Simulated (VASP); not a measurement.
# GaP (F-43m) in VASP: notebook, part 2 of 2

VASP 6.6.1. Earlier steps stand in the parts before.

### 3 Band structure, HSEsol

Contents of POSCAR:

```
GaP
1.0
    0.0000000000      2.7252500000      2.7252500000
    2.7252500000      0.0000000000      2.7252500000
    2.7252500000      2.7252500000      0.0000000000
Ga P
1 1
Direct
    0.0000000000      0.0000000000      0.0000000000
    0.7500000000      0.7500000000      0.7500000000
```

Contents of INCAR.step1:

```
PREC = Accurate
ENCUT = 520
EDIFF = 1E-5
ISMEAR = -1
SIGMA = 0.05
LREAL = False
LASPH = True
NELM = 100
ALGO = Normal
ISIF = 2
LWAVE = True
LCHARG = False
NBANDS = 16
GGA = PE
```

Contents of INCAR.step2:

```
PREC = Accurate
ENCUT = 520
EDIFF = 1E-6
ISMEAR = -1
SIGMA = 0.05
LREAL = False
LASPH = True
NELM = 100
ALGO = Normal
ISIF = 2
LWAVE = False
LCHARG = False
GGA = PS
LHFCALC = True
HFSCREEN = 0.2
PRECFOCK = Fast
NBANDS = 16
ISTART = 1
```

Contents of KPOINTS:

```
regular mesh
0
Gamma
  4 4 4
```

Contents of KPOINTS_OPT:

```
path GXWKGLUWLK,UX
12
line-mode
reciprocal
 0.0000000000  0.0000000000  0.0000000000  G
 0.5000000000  0.0000000000  0.5000000000  X

 0.5000000000  0.0000000000  0.5000000000  X
 0.5000000000  0.2500000000  0.7500000000  W

 0.5000000000  0.2500000000  0.7500000000  W
 0.3750000000  0.3750000000  0.7500000000  K

 0.3750000000  0.3750000000  0.7500000000  K
 0.0000000000  0.0000000000  0.0000000000  G

 0.0000000000  0.0000000000  0.0000000000  G
 0.5000000000  0.5000000000  0.5000000000  L

 0.5000000000  0.5000000000  0.5000000000  L
 0.6250000000  0.2500000000  0.6250000000  U

 0.6250000000  0.2500000000  0.6250000000  U
 0.5000000000  0.2500000000  0.7500000000  W

 0.5000000000  0.2500000000  0.7500000000  W
 0.5000000000  0.5000000000  0.5000000000  L

 0.5000000000  0.5000000000  0.5000000000  L
 0.3750000000  0.3750000000  0.7500000000  K

 0.6250000000  0.2500000000  0.6250000000  U
 0.5000000000  0.0000000000  0.5000000000  X
```

Potentials or basis: VASP PAW PBE potentials, release 64 (Ga_d, P).

Started as:

```sh
> cat potpaw_PBE.64/Ga_d/POTCAR potpaw_PBE.64/P/POTCAR > POTCAR
> cp INCAR.step1 INCAR
> mpirun -np 1 vasp_std > vasp.out
> cp INCAR.step2 INCAR
> mpirun -np 1 vasp_std > vasp.out
```

OUTCAR:

```text
PREC = Accurate
   ENCUT = 520
   EDIFF = 1E-6
   ISMEAR = -1
   LREAL = False
   LASPH = True
   NELM = 100
   ISIF = 2
   GGA = PS
   LHFCALC = True
   HFSCREEN = 0.2
   PRECFOCK = Fast
   ISTART = 1

 ion  position               nearest neighbor table
   1  0.000  0.000  0.000-   2 2.36   2 2.36   2 2.36   2 2.36
   2  0.750  0.750  0.750-   1 2.36   1 2.36   1 2.36   1 2.36

[... 331 lines left out ...]
     15      17.4713      0.00000
     16      19.3670      0.00000

------------------------ aborting loop because EDIFF is reached ----------------------------------------

  FORCE on cell =-STRESS in cart. coord.  units (eV):
  Direction    XX          YY          ZZ          XY          YZ          ZX
  --------------------------------------------------------------------------------------
  -------------------------------------------------------------------------------------
  Total       -0.2975536     -0.2975536     -0.2975536     -0.0000000     -0.0000000      0.0000000
  in kB      -11.7767858    -11.7767858    -11.7767858     -0.0000000     -0.0000000      0.0000000
  external PRESSURE =     -11.7767858 kB  Pullay stress =       0.0000000 kB

 VOLUME and BASIS-vectors are now :
 -----------------------------------------------------------------------------
  energy-cutoff  :      520.00
  volume of cell :       40.48
      direct lattice vectors                 reciprocal lattice vectors
     0.000000000  2.725250000  2.725250000    -0.183469406  0.183469406  0.183469406
     2.725250000  0.000000000  2.725250000     0.183469406 -0.183469406  0.183469406
     2.725250000  2.725250000  0.000000000     0.183469406  0.183469406 -0.183469406

 POSITION                                       TOTAL-FORCE (eV/Angst)
 -----------------------------------------------------------------------------------
      0.00000      0.00000      0.00000         0.000000      0.000000      0.000000
      4.08788      4.08788      4.08788        -0.000000     -0.000000     -0.000000
 -----------------------------------------------------------------------------------
    total drift:                                0.000052      0.000055      0.000054

  FREE ENERGIE OF THE ION-ELECTRON SYSTEM (eV)
  ---------------------------------------------------
  free  energy   TOTEN  =       -11.2254875095 eV

  energy  without entropy=      -11.2254875094  energy(sigma->0) =      -11.22548751
```

OSZICAR.step1:

```text
N       E                     dE             d eps       ncg     rms          rms(c)
DAV:   1     0.746623470707E+02    0.74662E+02   -0.88761E+03   264   0.159E+03
DAV:   2    -0.379248603735E+01   -0.78455E+02   -0.75262E+02   312   0.292E+02
DAV:   3    -0.919375142928E+01   -0.54013E+01   -0.53878E+01   304   0.618E+01
DAV:   4    -0.927270551684E+01   -0.78954E-01   -0.78877E-01   336   0.817E+00
DAV:   5    -0.927427798814E+01   -0.15725E-02   -0.15724E-02   296   0.102E+00    0.428E+00
DAV:   6    -0.900494070304E+01    0.26934E+00   -0.40226E-01   400   0.108E+01    0.286E+00
DAV:   7    -0.897443237717E+01    0.30508E-01   -0.10543E-01   336   0.217E+00    0.115E+00
DAV:   8    -0.897536494349E+01   -0.93257E-03   -0.15590E-02   312   0.149E+00    0.209E-01
DAV:   9    -0.897590317344E+01   -0.53823E-03   -0.15345E-03   320   0.540E-01    0.836E-02
DAV:  10    -0.897599284042E+01   -0.89667E-04   -0.12567E-04   368   0.122E-01    0.412E-02
DAV:  11    -0.897607878786E+01   -0.85947E-04   -0.11483E-04   304   0.892E-02    0.492E-03
DAV:  12    -0.897607848157E+01    0.30629E-06   -0.28060E-06   208   0.227E-02
   1 F= -.89760785E+01 E0= -.89760785E+01  d E =-.187338E-07
```

Wall time 12 min (1 thread of Intel Xeon Platinum 8488C (Sapphire Rapids), shared host); peak memory 0.28 GiB.

Results:

```yaml
Free_energy: -11.2255 eV
Pressure: -1.2 GPa
Band_gap_on_the_k_mesh: 2.22 eV, indirect (least direct gap 2.76 eV)
Band_gap_along_the_path: 2.20 eV, indirect (least direct gap 2.76 eV)
```

Levels at the corners of the path, in eV from the valence-band top:
| point | band 7 | band 8 | band 9 | band 10 | band 11 | band 12 |
| --- | --- | --- | --- | --- | --- | --- |
| Γ | 0.00 | 0.00 | 0.00 | 2.76 | 4.74 | 4.74 |
| X | -7.38 | -2.95 | -2.95 | 2.22 | 2.51 | 12.04 |
| X | -7.38 | -2.95 | -2.95 | 2.22 | 2.51 | 12.04 |
| W | -7.13 | -3.92 | -3.73 | 5.46 | 5.97 | 6.99 |
| W | -7.13 | -3.92 | -3.73 | 5.46 | 5.97 | 6.99 |
| K | -7.14 | -4.31 | -2.47 | 2.86 | 5.71 | 9.40 |
| K | -7.14 | -4.31 | -2.47 | 2.86 | 5.71 | 9.40 |
| Γ | 0.00 | 0.00 | 0.00 | 2.76 | 4.74 | 4.74 |
| Γ | 0.00 | 0.00 | 0.00 | 2.76 | 4.74 | 4.74 |
| L | -7.28 | -1.22 | -1.22 | 2.47 | 5.59 | 5.59 |
| L | -7.28 | -1.22 | -1.22 | 2.47 | 5.59 | 5.59 |
| U | -7.14 | -4.31 | -2.47 | 2.86 | 5.71 | 9.40 |
| U | -7.14 | -4.31 | -2.47 | 2.86 | 5.71 | 9.40 |
| W | -7.13 | -3.92 | -3.73 | 5.46 | 5.97 | 6.99 |
| W | -7.13 | -3.92 | -3.73 | 5.46 | 5.97 | 6.99 |
| L | -7.28 | -1.22 | -1.22 | 2.47 | 5.59 | 5.59 |
| L | -7.28 | -1.22 | -1.22 | 2.47 | 5.59 | 5.59 |
| K | -7.14 | -4.31 | -2.47 | 2.86 | 5.71 | 9.40 |
| U | -7.14 | -4.31 | -2.47 | 2.86 | 5.71 | 9.40 |
| X | -7.38 | -2.95 | -2.95 | 2.22 | 2.51 | 12.04 |

Caveat: the k mesh is coarse (spacing up to 0.50 Å⁻¹), so the values aren't converged, least of all with exact exchange; the PAW data sets were made with another functional, which shifts forces and pressure a little.

### 4 Band structure, r2SCAN-EpsX

POSCAR is that of step 3.

Contents of INCAR.step1:

```
PREC = Accurate
ENCUT = 520
EDIFF = 1E-8
ISMEAR = -1
SIGMA = 0.05
LREAL = F
LASPH = T
NELM = 60
ALGO = Normal
ISIF = 2
LWAVE = F
LCHARG = F
GGA = PE
LEPSILON = T
```

Contents of KPOINTS.step1:

```
Automatic mesh
0
G
  8 8 8
  0 0 0
```

Contents of INCAR.step2:

```
PREC = Accurate
ENCUT = 520
EDIFF = 1E-5
ISMEAR = -1
SIGMA = 0.05
LREAL = F
LASPH = T
NELM = 60
ALGO = Normal
ISIF = 2
LWAVE = T
LCHARG = F
GGA = PE
```

Contents of KPOINTS.step2:

```
regular mesh
0
Gamma
  4 4 4
```

Contents of INCAR.step3:

```
PREC = Accurate
ENCUT = 520
EDIFF = 1E-6
ISMEAR = -1
SIGMA = 0.05
LREAL = F
LASPH = T
NELM = 60
ALGO = Normal
ISIF = 2
LWAVE = F
LCHARG = F
METAGGA = R2SCAN
LHFCALC = T
AEXX = 0.0895
LMIXTAU = T
PRECFOCK = Normal
HFRCUT = -1
ISTART = 1
```

Contents of KPOINTS.step3:

```
regular mesh
0
Gamma
  4 4 4
```

KPOINTS_OPT, as its differences from that of step 3:

```diff
@@ -1,3 +1,3 @@
 path GXWKGLUWLK,UX
-12
+8
 line-mode
```

Started as:

```sh
> cat potpaw_PBE.64/Ga_d/POTCAR potpaw_PBE.64/P/POTCAR > POTCAR
> cp INCAR.step1 INCAR
> cp KPOINTS.step1 KPOINTS
> mpirun -np 1 vasp_std > vasp.out
> cp INCAR.step2 INCAR
> cp KPOINTS.step2 KPOINTS
> mpirun -np 1 vasp_std > vasp.out
> cp INCAR.step3 INCAR
> cp KPOINTS.step3 KPOINTS
> mpirun -np 1 vasp_std > vasp.out
```

It took 31 min on 1 thread of Intel Xeon Platinum 8559C (Emerald Rapids), shared host; peak memory 0.27 GiB.

Results (log left out):

| Item | Value |
| --- | --- |
| Free energy | -21.1869 eV |
| Pressure | 0.1 GPa |
| Band gap on the k mesh | 2.33 eV, indirect (least direct gap 2.86 eV) |
| Band gap along the path | 2.28 eV, indirect (least direct gap 2.86 eV) |

Levels at the corners of the path, in eV from the valence-band top:
```tsv
point	band 7	band 8	band 9	band 10	band 11	band 12
Γ	0.00	0.00	0.00	2.86	4.70	4.70
X	-7.18	-2.89	-2.89	2.33	2.56	12.03
X	-7.18	-2.89	-2.89	2.33	2.56	12.03
W	-6.95	-3.83	-3.64	5.52	5.89	7.07
W	-6.95	-3.83	-3.64	5.52	5.89	7.07
K	-6.95	-4.21	-2.43	2.93	5.72	9.41
K	-6.95	-4.21	-2.43	2.93	5.72	9.41
Γ	0.00	0.00	0.00	2.86	4.70	4.70
Γ	0.00	0.00	0.00	2.86	4.70	4.70
L	-7.08	-1.21	-1.21	2.52	5.57	5.57
L	-7.08	-1.21	-1.21	2.52	5.57	5.57
U	-6.95	-4.21	-2.43	2.93	5.72	9.41
U	-6.95	-4.21	-2.43	2.93	5.72	9.41
W	-6.95	-3.83	-3.64	5.52	5.89	7.07
W	-6.95	-3.83	-3.64	5.52	5.89	7.07
L	-7.08	-1.21	-1.21	2.52	5.57	5.57
L	-7.08	-1.21	-1.21	2.52	5.57	5.57
K	-6.95	-4.21	-2.43	2.93	5.72	9.41
U	-6.95	-4.21	-2.43	2.93	5.72	9.41
X	-7.18	-2.89	-2.89	2.33	2.56	12.03
```

Caveat: the k mesh is coarse (spacing up to 0.50 Å⁻¹), so the values aren't converged, least of all with exact exchange; the PAW data sets were made with another functional, which shifts forces and pressure a little.

### 5 Overview

| task | level | potentials or basis | cutoff (eV) | smearing | ladder | GW scheme | GW iterations | cutoff of the response function | frequency points | gap on the mesh (eV) | pressure (GPa) |
| --- | --- | --- | --- | --- | --- | --- | --- | --- | --- | --- | --- |
| G0W0 quasiparticle levels | LDA | VASP PAW LDA potentials, release 64 (Ga_d_GW, P_GW) | 500 | gaussian 0.01 eV | free | G0W0 | 1 | 200 | 50 | - | - |
| band structure | HSEsol | VASP PAW PBE potentials, release 64 (Ga_d, P) | 520 | fermi-dirac 0.05 eV | - | - | - | - | - | 2.22 | -1.2 |
| band structure | r2SCAN-EpsX | VASP PAW PBE potentials, release 64 (Ga_d, P) | 520 | fermi-dirac 0.05 eV | - | - | - | - | - | 2.33 | 0.1 |

Alike in all rows: no spin polarisation; cell as given; k mesh 4 × 4 × 4; the mesh is coarse, so values aren't converged.

Caveats: all runs use coarse meshes; the PAW data sets were made with another functional, which shifts forces and pressure a little (some runs); the cutoff is under 1.25 times the usual one of these potentials, so pressure, stress and relaxed cells hold a basis-set (Pulay) error (some runs); bands, screening cutoff and mesh are small and nothing is extrapolated, so the quasiparticle values aren't converged (some runs).

Absolute energies hang on the potentials; compare differences alone.
